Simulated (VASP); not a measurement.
Wanted: the native input for a VASP 6.6.1 run.

```
Task                   : single point
Functional             : PBEsol
Potentials or basis    : VASP PAW PBE potentials, release 64 (Ti_sv, Se)
Cutoff                 : 520 eV
k mesh                 : 5 × 5 × 5
Occupations            : gaussian, width 0.05 eV
Spin                   : collinear spin, ferrimagnetic start
Starting moments       : [1.0, -0.5, 0.0, 0.0] μB
Hubbard terms          : Ti d U = 4 eV
Supercell matrix       : [0, 1, 1, 1, 0, 1, 1, 1, 0]
Further INCAR settings : ALGO = Normal; EDIFF = 1e-06; NBANDS = 30
```

The structure of TiSe lies in POSCAR:

```
TiSe
1.0
    0.0000000000      3.4034008100      3.4034008100
    3.4034008100      0.0000000000      3.4034008100
    3.4034008100      3.4034008100      0.0000000000
Ti Se
2 2
Direct
    0.0000000000      0.0000000000      0.0000000000
    0.5000000000      0.5000000000      0.5000000000
    0.2500000000      0.2500000000      0.2500000000
    0.7500000000      0.7500000000      0.7500000000
```

The cell comes from a database or a generator and needn't be the stable form of this composition.

These files were run (other wordings do the same):

INCAR

```
SYSTEM = TiSe
ALGO = Normal
EDIFF = 1E-6
ENCUT = 520
GGA = PS
ISIF = 2
ISMEAR = 0
ISPIN = 2
LASPH = .TRUE.
LCHARG = .FALSE.
LDAU = .TRUE.
LDAUJ = 0 0
LDAUL = 2 -1
LDAUPRINT = 1
LDAUTYPE = 2
LDAUU = 4 0
LMAXMIX = 4
LORBIT = 11
LREAL = .FALSE.
LWAVE = .FALSE.
MAGMOM = 1 -0.5 0 0
NBANDS = 30
NELM = 80
PREC = Accurate
SIGMA = 0.05
```

KPOINTS

```
k-points
0
G
  5 5 5
  0 0 0
```

Potentials or basis: VASP PAW PBE potentials, release 64 (Ti_sv, Se).

Run with:

```bash
$ cat potpaw_PBE.64/Ti_sv/POTCAR potpaw_PBE.64/Se/POTCAR > POTCAR
$ mpirun -np 1 vasp_std > vasp.out
```

It gave:

```
Pressure                                              : -6.2 GPa
Band gap on the k mesh                                : 1.57 eV
Net moment                                            : 0.00 μB per cell
Site moments                                          : Ti +1.53, -1.53; Se -0.00 μB
Valence electrons inside the program's atomic spheres : Ti 10.04; Se 3.88
```

Caveat: the PAW data sets were made with another functional, which shifts forces and pressure a little; an odd mesh through Γ misses points on the zone boundary, where band edges often lie.

Run time: 43 s on 1 thread of Intel(R) Xeon(R) Platinum 8488C (Sapphire Rapids), with other jobs on the host, peak memory 0.24 GiB.
